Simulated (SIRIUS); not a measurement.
Input of a SIRIUS 7.12.0 run:

sirius.json

```json
{
  "control": {
    "processing_unit": "cpu",
    "verbosity": 2,
    "num_bands_to_print": 27,
    "print_forces": true,
    "print_stress": true
  },
  "parameters": {
    "electronic_structure_method": "pseudopotential",
    "xc_functionals": ["XC_GGA_X_PBE_SOL", "XC_GGA_C_PBE_SOL"],
    "gk_cutoff": 9.1,
    "pw_cutoff": 18.2,
    "ngridk": [5, 5, 5],
    "shiftk": [0, 0, 0],
    "smearing": "fermi_dirac",
    "smearing_width": 0.0018374661,
    "num_bands": 27,
    "num_mag_dims": 0,
    "num_dft_iter": 100,
    "energy_tol": 1e-08,
    "density_tol": 1e-06
  },
  "iterative_solver": {
    "type": "davidson",
    "min_tolerance": 1e-10
  },
  "mixer": {
    "type": "anderson",
    "beta": 0.7,
    "max_history": 8
  },
  "settings": {
    "tol_ne": 1e-10,
    "pseudo_grid_cutoff": 6.5
  },
  "unit_cell": {
    "lattice_vectors": [
      [-3.165146230583, 3.165146230583, 10.847232378176],
      [3.165146230583, -3.165146230583, 10.847232378176],
      [3.165146230583, 3.165146230583, -10.847232378176]
    ],
    "atom_coordinate_units": "lattice",
    "atom_types": ["Nb", "P"],
    "atom_files": {
      "P": "P.json",
      "Nb": "Nb.json"
    },
    "atoms": {
      "Nb": [
        [0.2498808, 0.7498808, 0.5],
        [0.4998808, 0.4998808, 0.0]
      ],
      "P": [
        [0.83274777, 0.33274777, 0.5],
        [0.08274777, 0.08274777, 0.0]
      ]
    }
  }
}
```

Potentials or basis: PseudoDojo 0.4.1 PBE standard (scalar relativistic).

The run is started by

```sh
$ upf_to_json P.upf
$ upf_to_json Nb.upf
$ OMP_NUM_THREADS=4 sirius.scf --input=sirius.json --output=out.json --task=0
```

Predict the band gap on the k mesh.

none (metal or under the smearing width).

Estimate the pressure.

-5.6 GPa.

Predict the largest force.

0.004 eV/Å.

Stress tensor (GPa, compression positive):
```
-5.78  0.00  0.00
 0.00 -5.78  0.00
 0.00  0.00 -5.28
```

Caveat: the k mesh is coarse (spacing up to 0.53 Å⁻¹), so the values aren't converged; the potentials were made for another functional, which shifts forces and pressure.
